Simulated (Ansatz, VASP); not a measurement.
**TiS2 in VASP and in Ansatz**

The input INCAR:

```
SYSTEM = TiS2
PREC = Accurate
ENCUT = 520
EDIFF = 1E-6
ISMEAR = -1
SIGMA = 0.02
LREAL = .FALSE.
LASPH = .TRUE.
NELM = 100
ALGO = Normal
ISIF = 2
LWAVE = .FALSE.
LCHARG = .FALSE.
GGA = PE
NBANDS = 19
```

Contents of KPOINTS:

```
Automatic mesh
0
G
  12 12 4
  0 0 0
```

The input POSCAR:

```
TiS2
1.0
    3.4106015401      0.0000000000      0.0000000000
   -1.7053007700      2.9536675759      0.0000000000
    0.0000000000      0.0000000000      5.5952522221
Ti S
1 2
Direct
    0.0000000000      0.0000000000      0.0000000000
    0.3333333333      0.6666666667      0.2502827429
    0.6666666667      0.3333333333      0.7497172571
```

Input for Ansatz:

```yaml
crystal:
  lattice:
    - [3.4106015401, 0.0, 0.0]
    - [-1.70530077, 2.9536675759, 0.0]
    - [0.0, 0.0, 5.5952522221]
  atoms:
    - { symbol: Ti, position: [0.0, 0.0, 0.0] }
    - { symbol: S, position: [0.3333333333, 0.6666666667, 0.2502827429] }
    - { symbol: S, position: [0.6666666667, 0.3333333333, 0.7497172571] }
kpoints:
  mp_grid: { grid: [12, 12, 4] }
  band_path:
    path:
      - [0.0, 0.0, 0.0]
      - [0.5, 0.0, 0.0]
      - [0.3333333333, 0.3333333333, 0.0]
      - [0.0, 0.0, 0.5]
      - [0.5, 0.0, 0.5]
      - [0.3333333333, 0.3333333333, 0.5]
    npoints: 1
hamiltonian:
  xc: pbe
scf:
  occupations: { method: fermi_dirac, width: 0.02 }
  n_extra_bands: 4
output:
  forces: true
  stress: true
  eigenvalues: true
```

Change from the starting cell: uniaxial_z strain -2.5%.

Alike in both runs: task single point; functional PBE; k mesh 12 × 12 × 4; occupations fermi-dirac, width 0.02 eV; no spin polarisation.

```csv
,VASP,Ansatz
version,VASP 6.6.1,Ansatz 0.2.0
potentials or method,"VASP PAW PBE potentials, release 64 (Ti_sv, S)","plane waves, PAW"
plane-wave cutoff (eV),520,420
valence electrons in the cell,24,24
```

```csv
,VASP,Ansatz,Ansatz less VASP
pressure (GPa),2.1,2.1,-0.01
largest component of the traceless stress (GPa),1.47,1.38,-0.091
rms of the force components (eV/Å),0.062,0.060,-0.0021
```

Atom by atom the forces differ by 0.002 eV/Å (rms over components). The functional is the same, so the differences come from potentials, cutoffs and numerics.
